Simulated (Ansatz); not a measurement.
# What a trial cell of Pb2Se relaxes into

Level of theory: Ansatz, DFT r2SCAN, scalar-relativistic, plane waves, PAW. Cutoff 500 eV, Γ-centred k mesh, Gaussian smearing, no spin polarisation in the final step.

The start puts Pb2Se on the 2H molybdenite structure type (P6_3/mmc, No. 194), with Se in place of Mo, Pb in place of S, at a guessed volume.

```
Pb Se
1.0
     3.65885    0.00000    0.00000
    -1.82943    3.16866    0.00000
     0.00000    0.00000   14.23144
Pb Se
4 2
Direct
  0.33333 0.66667 0.62750
  0.66667 0.33333 0.12750
  0.33333 0.66667 0.87250
  0.66667 0.33333 0.37250
  0.33333 0.66667 0.25000
  0.66667 0.33333 0.75000
```

Cell and atoms relax at zero pressure; the relaxation can't lower the symmetry of the start. After a coarse first stage the cell is made exact in the group found at 0.06 Å.

Formation energies are uncorrected and refer to the elements' standard structures at the same level.

(1) Which crystal results?

(2) What are its volume, energy, density and gap?

## Answers

(1) It keeps P6_3/mmc (No. 194). The result has the 2H molybdenite structure. Conventional cell: a = 3.893 Å, c = 13.522 Å. Pb has 3 Se at 3.03 Å; Se has 6 Pb at 3.03 Å.

```
Pb Se
1.0
     3.89266    0.00000    0.00000
    -1.94633    3.37114    0.00000
     0.00000    0.00000   13.52199
Pb Se
4 2
Direct
  0.33333 0.66667 0.60013
  0.66667 0.33333 0.10013
  0.33333 0.66667 0.89987
  0.66667 0.33333 0.39987
  0.33333 0.66667 0.25000
  0.66667 0.33333 0.75000
```

(2) The volume per atom is 29.57 Å³, the density is 9.23 g/cm³ and the energy over the elements is -0.19 eV/atom. The gap on the 12×12×4 mesh is 0 eV (a metal).

The final run used a 12×12×4 mesh on its 6-atom cell and 0.10 eV smearing. The k mesh leaves about 4 meV/atom of noise in metals. Spin–orbit coupling is left out. A structure relaxed within its symmetry needn't be a true minimum.

Cost: 3 runs of about 8.6 core-minutes in all, on Arm Neoverse V1 (shared hosts).